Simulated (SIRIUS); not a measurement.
# AgBr (Fm-3m) in SIRIUS: convergence with density tol

Aim: find how far density tol must go before the results for AgBr settle, at LDA. This setting moves, with any that are tied to it; all else stays.

Program: SIRIUS 7.10.0. These are calculated values, not measurements. Logs are shortened: lines on timing, memory, paths and dates and some standing lists are left out, and cuts for length are marked. The log counts tension as positive stress, the text compression.

**1. Starting point**

Symmetry: Fm-3m, No. 225, cubic system. Conventional cell: a = 5.740 Å, b = 5.740 Å, c = 5.740 Å, α = 90.00°, β = 90.00°, γ = 90.00°. Ag (site symmetry m-3m) has 6 Br at 2.87 Å as nearest neighbours. Br (site symmetry m-3m) has 6 Ag at 2.87 Å as nearest neighbours.

**2. With density tol 0.01**

sirius.json

```json
{
  "control": {
    "processing_unit": "cpu",
    "verbosity": 2,
    "num_bands_to_print": 21,
    "print_forces": true,
    "print_stress": true
  },
  "parameters": {
    "electronic_structure_method": "pseudopotential",
    "xc_functionals": ["XC_LDA_X", "XC_LDA_C_PW"],
    "gk_cutoff": 9.3,
    "pw_cutoff": 18.6,
    "ngridk": [8, 8, 8],
    "shiftk": [0, 0, 0],
    "smearing": "gaussian",
    "smearing_width": 0.0018374661,
    "num_bands": 21,
    "num_mag_dims": 0,
    "num_dft_iter": 100,
    "energy_tol": 0.01,
    "density_tol": 0.01
  },
  "iterative_solver": {
    "type": "davidson",
    "min_tolerance": 1e-10
  },
  "mixer": {
    "type": "anderson",
    "beta": 0.7,
    "max_history": 8
  },
  "settings": {
    "tol_ne": 1e-10
  },
  "unit_cell": {
    "lattice_vectors": [
      [0.0, 5.423797436595, 5.423797436595],
      [5.423797436595, 0.0, 5.423797436595],
      [5.423797436595, 5.423797436595, 0.0]
    ],
    "atom_coordinate_units": "lattice",
    "atom_types": ["Ag", "Br"],
    "atom_files": {
      "Br": "Br.json",
      "Ag": "Ag.json"
    },
    "atoms": {
      "Ag": [
        [0.0, 0.0, 0.0]
      ],
      "Br": [
        [0.5, 0.5, 0.5]
      ]
    }
  }
}
```

Potentials or basis: PseudoDojo 0.4.1 LDA standard (scalar relativistic).

On the command line:

```
> upf_to_json Br.upf
> upf_to_json Ag.upf
> OMP_NUM_THREADS=1 sirius.scf --input=sirius.json --output=out.json --task=0
```

Wall time 70 s (1 thread of Arm Neoverse V1, shared host); peak memory 0.39 GiB.

Results:

```yaml
Free_energy: -4647.2954 eV
Pressure: -4.2 GPa
Band_gap_on_the_k_mesh: 0.38 eV
```

**3. With density tol 0.001**

sirius.json: that of step 2 with these lines changed.

```diff
@@ -20,4 +20,4 @@
     "num_dft_iter": 100,
-    "energy_tol": 0.01,
-    "density_tol": 0.01
+    "energy_tol": 0.001,
+    "density_tol": 0.001
   },
```

Potentials or basis: PseudoDojo 0.4.1 LDA standard (scalar relativistic).

On the command line:

```
> upf_to_json Br.upf
> upf_to_json Ag.upf
> OMP_NUM_THREADS=1 sirius.scf --input=sirius.json --output=out.json --task=0
```

Wall time 69 s (1 thread of Arm Neoverse V1, shared host); peak memory 0.39 GiB.

What came out:

```yaml
Free_energy: -4647.2954 eV
Pressure: -4.2 GPa
Band_gap_on_the_k_mesh: 0.38 eV
```

**4. With density tol 0.0001**

sirius.json: that of step 3 with these lines changed.

```diff
@@ -20,4 +20,4 @@
     "num_dft_iter": 100,
-    "energy_tol": 0.001,
-    "density_tol": 0.001
+    "energy_tol": 0.0001,
+    "density_tol": 0.0001
   },
```

On the command line:

```
> upf_to_json Br.upf
> upf_to_json Ag.upf
> OMP_NUM_THREADS=1 sirius.scf --input=sirius.json --output=out.json --task=0
```

It took 69 s on 1 thread of Arm Neoverse V1, shared host; peak memory 0.39 GiB.

Results (log left out):

* Free energy: -4647.2954 eV
* Pressure: -4.2 GPa
* Band gap on the k mesh: 0.38 eV

**5. With density tol 1e-05**

sirius.json: that of step 4 with these lines changed.

```diff
@@ -20,4 +20,4 @@
     "num_dft_iter": 100,
-    "energy_tol": 0.0001,
-    "density_tol": 0.0001
+    "energy_tol": 1e-05,
+    "density_tol": 1e-05
   },
```

On the command line:

```
> upf_to_json Br.upf
> upf_to_json Ag.upf
> OMP_NUM_THREADS=1 sirius.scf --input=sirius.json --output=out.json --task=0
```

Wall time 69 s (1 thread of Arm Neoverse V1, shared host); peak memory 0.39 GiB.

It converged, with:

* Free energy: -4647.2954 eV
* Pressure: -4.2 GPa
* Band gap on the k mesh: 0.38 eV

**6. With density tol 1e-06**

sirius.json: that of step 5 with these lines changed.

```diff
@@ -20,4 +20,4 @@
     "num_dft_iter": 100,
-    "energy_tol": 1e-05,
-    "density_tol": 1e-05
+    "energy_tol": 1e-06,
+    "density_tol": 1e-06
   },
```

Potentials or basis: PseudoDojo 0.4.1 LDA standard (scalar relativistic).

On the command line:

```
> upf_to_json Br.upf
> upf_to_json Ag.upf
> OMP_NUM_THREADS=1 sirius.scf --input=sirius.json --output=out.json --task=0
```

It took 69 s on 1 thread of Arm Neoverse V1, shared host; peak memory 0.39 GiB.

It converged, with:

```
Free energy            : -4647.2954 eV
Pressure               : -4.2 GPa
Band gap on the k mesh : 0.38 eV
```

**7. With density tol 1e-07**

sirius.json: that of step 6 with these lines changed.

```diff
@@ -20,4 +20,4 @@
     "num_dft_iter": 100,
-    "energy_tol": 1e-06,
-    "density_tol": 1e-06
+    "energy_tol": 1e-07,
+    "density_tol": 1e-07
   },
```

Potentials or basis: PseudoDojo 0.4.1 LDA standard (scalar relativistic).

On the command line:

```
> upf_to_json Br.upf
> upf_to_json Ag.upf
> OMP_NUM_THREADS=1 sirius.scf --input=sirius.json --output=out.json --task=0
```

The log of the run:

```text
[info] SIRIUS version : 7.10.0
[info] number of MPI ranks           : 1
[info] MPI grid                      : 1 1
[info] maximum number of OMP threads : 1
[fft] FFT context for density and potential
[fft] =====================================
[fft]   comm size                             : 1
[fft]   plane wave cutoff                     : 18.6
[fft]   grid size                             : 48 48 48   total : 110592
[fft]   grid limits                           : -23 24   -23 24   -23 24
[fft]   number of G-vectors within the cutoff : 17311
[fft]   local number of G-vectors             : 17311
[fft]   number of G-shells                    : 930
[fft] FFT context for coarse grid
[fft] =====================================
[fft]   comm size                             : 1
[fft]   plane wave cutoff                     : 18.6
[fft]   grid size                             : 48 48 48   total : 110592
[fft]   grid limits                           : -23 24   -23 24   -23 24
[fft]   number of G-vectors within the cutoff : 17311
[fft]   local number of G-vectors             : 17311
[fft]   number of G-shells                    : 930
[unit cell] lattice vectors
[unit cell]   a1 :       0.0000000000      5.4237974366      5.4237974366
[unit cell]   a2 :       5.4237974366      0.0000000000      5.4237974366
[unit cell]   a3 :       5.4237974366      5.4237974366      0.0000000000
[unit cell] reciprocal lattice vectors
[unit cell]   b1 :      -0.5792238170      0.5792238170      0.5792238170
[unit cell]   b2 :       0.5792238170     -0.5792238170      0.5792238170
[unit cell]   b3 :       0.5792238170      0.5792238170     -0.5792238170
[unit cell] unit cell volume :       319.10997516 [a.u.^3]
[unit cell] 1/sqrt(omega)    :         0.05597960
[unit cell] MT volume        :         0.00000000 ( 0.00%)
[unit cell] IT volume        :       319.10997516 (100.00%)
[unit cell] number of atom types : 2
[unit cell] type id : 0 symbol : Ag mt_radius :  14.830000 num_atoms : 1
[unit cell] type id : 1 symbol : Br mt_radius :  10.830000 num_atoms : 1
[unit cell] total number of atoms : 2
[unit cell] number of symmetry classes : 2
[unit cell] number of PAW atoms : 0
[unit cell] atom id  type id  class id             position                      vector_field
[unit cell] ------------------------------------------------------------------------------------------
[unit cell]      0        0        0      0.00000   0.00000   0.00000      0.00000   0.00000   0.00000
[unit cell]      1        1        1      0.50000   0.50000   0.50000      0.00000   0.00000   0.00000
[unit cell] atom id         position (Cartesian, a.u.)
[unit cell] ---------------------------------------------
[unit cell]      0       0.000000    0.000000    0.000000
[unit cell]      1       5.423797    5.423797    5.423797
[unit cell] class id : 0 atom id : 0
[unit cell] class id : 1 atom id : 1
[unit cell] minimum bond length:     5.423797
[unit cell] total number of pseudo wave-functions: 14
[sym] space group number   : 225
[sym] international symbol : Fm-3m
[sym] Hall symbol          : -F 4 2 3
[sym] space group transformation matrix :
[sym]   0.0000  0.5000  0.5000
[sym]   0.5000  0.0000  0.5000
[sym]   0.5000  0.5000  0.0000
[sym] space group origin shift :
[sym]   0.0000  0.0000  0.0000
[sym] number of space group operations  : 48
[... 323 lines left out ...]
[diagonalize] ik:   25   -3.016634   -1.678668   -1.678654   -1.678640   -0.247053    0.127714    0.140366    0.148636    0.194780    0.199640    0.206670    0.219507    0.242089    0.410925    0.530300    0.570492    0.597371    0.711998    0.773590    0.838698    0.901804
[diagonalize] ik:   26   -3.016634   -1.678665   -1.678656   -1.678636   -0.247319    0.119938    0.140956    0.145523    0.196920    0.197660    0.212823    0.214276    0.258886    0.435508    0.505253    0.563408    0.588810    0.728860    0.735750    0.854415    0.899797
[diagonalize] ik:   27   -3.016634   -1.678672   -1.678649   -1.678644   -0.247146    0.134422    0.150746    0.159765    0.198670    0.201394    0.201665    0.203703    0.223839    0.372871    0.548943    0.598636    0.617751    0.709219    0.805942    0.840419    0.869283
[diagonalize] ik:   28   -3.016634   -1.678661   -1.678661   -1.678644   -0.246538    0.134501    0.143735    0.143735    0.201669    0.201719    0.205416    0.205416    0.232246    0.423255    0.545186    0.567134    0.567134    0.756581    0.756581    0.839773    0.871800
[find] Charges and magnetic moments
[find] --------------------------------------------------------------------------------
[find] total charge          : 26.000000
[find] Energy
[find] --------------------------------------------------------------------------------
[find] valence_eval_sum               :     -13.58284931
[find] <rho|V^{XC}>                   :     -23.03029387
[find] <rho|E^{XC}>                   :     -28.19500433
[find] <mag|B^{XC}>                   :       0.00000000
[find] <rho|V^{H}>                    :     104.06157193
[find] one-electron contribution      :     -94.61412736 (Ha),    -189.22825473 (Ry)
[find] hartree contribution           :      52.03078596
[find] xc contribution                :     -28.19500433
[find] ewald contribution             :    -100.00661083
[find] PAW contribution               :       0.00000000
[find] smearing (-TS)                 :      -0.00000000
[find] SCF correction                 :      -0.00000003
[find] Total energy                   :    -170.78495658 (Ha),    -341.56991317 (Ry)
[find] Free energy (E-TS)             :    -170.78495658 (Ha),    -341.56991317 (Ry)
[find] band gap (eV)                  :       0.37520363
[find] Efermi                         :       0.29813088
[find] iteration : 14, RMS : 7.556562157440e-10, energy difference : 5.655920176650e-12
[find] Hartree energy of density residual : 1.904893526350e-16
[find] bands are converged : true
[find] iterative solver converged : true
[find] converged after 15 SCF iterations!
[find] Charges and magnetic moments
[find] --------------------------------------------------------------------------------
[find] total charge          : 26.000000
[find] Energy
[find] --------------------------------------------------------------------------------
[find] valence_eval_sum               :     -13.58284931
[find] <rho|V^{XC}>                   :     -23.03029387
[find] <rho|E^{XC}>                   :     -28.19500433
[find] <mag|B^{XC}>                   :       0.00000000
[find] <rho|V^{H}>                    :     104.06157193
[find] one-electron contribution      :     -94.61412736 (Ha),    -189.22825473 (Ry)
[find] hartree contribution           :      52.03078596
[find] xc contribution                :     -28.19500433
[find] ewald contribution             :    -100.00661083
[find] PAW contribution               :       0.00000000
[find] smearing (-TS)                 :      -0.00000000
[find] SCF correction                 :      -0.00000003
[find] Total energy                   :    -170.78495658 (Ha),    -341.56991317 (Ry)
[find] Free energy (E-TS)             :    -170.78495658 (Ha),    -341.56991317 (Ry)
[find] band gap (eV)                  :       0.37520363
[find] Efermi                         :       0.29813088
[ground_state] === stress tensor components [kbar] ===
[ground_state] === stress_kin ===
[ground_state] -35365.782449   -0.000000   -0.000000
[ground_state]    -0.000000-35365.782449    0.000000
[ground_state]    -0.000000    0.000000-35365.782449
[ground_state] === stress_har ===
[ground_state] -15990.290622   -0.000000   -0.000000
[ground_state]    -0.000000-15990.290622    0.000000
[ground_state]    -0.000000    0.000000-15990.290622
[ground_state] === stress_ewald ===
[ground_state] 30734.395832    0.000000   -0.000000
[ground_state]     0.00000030734.395832   -0.000000
[ground_state]    -0.000000   -0.00000030734.395832
[ground_state] === stress_vloc ===
[ground_state] 17446.656127    0.000000    0.000000
[ground_state]     0.00000017446.656127   -0.000000
[ground_state]     0.000000   -0.00000017446.656127
[ground_state] === stress_xc ===
[ground_state] -4761.712879   -0.000000    0.000000
[ground_state]    -0.000000-4761.712879    0.000000
[ground_state]     0.000000    0.000000-4761.712879
[ground_state] === stress_core ===
[ground_state] 11245.926482    0.000000   -0.000000
[ground_state]     0.00000011245.926482   -0.000000
[ground_state]    -0.000000   -0.00000011245.926482
[ground_state] === stress_nonloc ===
[ground_state] -3266.761960   -0.000000    0.000000
[ground_state]    -0.000000-3266.761960    0.000000
[ground_state]     0.000000    0.000000-3266.761960
[ground_state] === stress_us_nl ===
[ground_state] -3266.761960   -0.000000    0.000000
[ground_state]    -0.000000-3266.761960    0.000000
[ground_state]     0.000000    0.000000-3266.761960
[ground_state] === stress_total ===
[ground_state]    42.430531   -0.000000    0.000000
[ground_state]    -0.000000   42.430531    0.000000
[ground_state]     0.000000    0.000000   42.430531
[ground_state] ==== total Forces in Ha/bohr =====
[ground_state] atom:    0, force:       0.0000000      0.0000000      0.0000000
[ground_state] atom:    1, force:       0.0000000      0.0000000      0.0000000
[ground_state] ==== ultrasoft contribution from Qij =====
[ground_state] atom:    0, force:       0.0000000      0.0000000      0.0000000
[ground_state] atom:    1, force:       0.0000000      0.0000000      0.0000000
[ground_state] ==== non-local contribution from Beta-projector =====
[ground_state] atom:    0, force:       0.0000000      0.0000000      0.0000000
[ground_state] atom:    1, force:       0.0000000      0.0000000      0.0000000
[ground_state] ==== contribution from local potential =====
[ground_state] atom:    0, force:       0.0000000      0.0000000      0.0000000
[ground_state] atom:    1, force:       0.0000000      0.0000000      0.0000000
[ground_state] ==== contribution from core density =====
[ground_state] atom:    0, force:       0.0000000      0.0000000      0.0000000
[ground_state] atom:    1, force:       0.0000000      0.0000000      0.0000000
[ground_state] ==== Ewald forces from ions =====
[ground_state] atom:    0, force:       0.0000000      0.0000000      0.0000000
[ground_state] atom:    1, force:       0.0000000      0.0000000      0.0000000
[~DFT_ground_state] local op. applied: 19070
[~DFT_ground_state] evp. work count: 3398.61
[~DFT_ground_state] number of iterative solver steps: 1254
```

Wall time 68 s (1 thread of Arm Neoverse V1, shared host); peak memory 0.39 GiB.

Results:

```yaml
Free_energy: -4647.2954 eV
Pressure: -4.2 GPa
Band_gap_on_the_k_mesh: 0.38 eV
```

**8. Result**

```
density tol  energy less the tightest run, at zero smearing (meV/atom)  SCF cycles  CPU time (s)  peak memory (GiB)
       0.01                                                       0.00          15            70               0.39
      0.001                                                       0.00          15            69               0.39
     0.0001                                                       0.00          15            69               0.39
      1e-05                                                       0.00          15            69               0.39
      1e-06                                                       0.00          15            69               0.39
      1e-07                                                       0.00          15            68               0.39
```

Against the tightest run, the energy stays within 1 meV/atom from 0.01 on. The tightest run that finished is the yardstick and may itself not be fully converged.
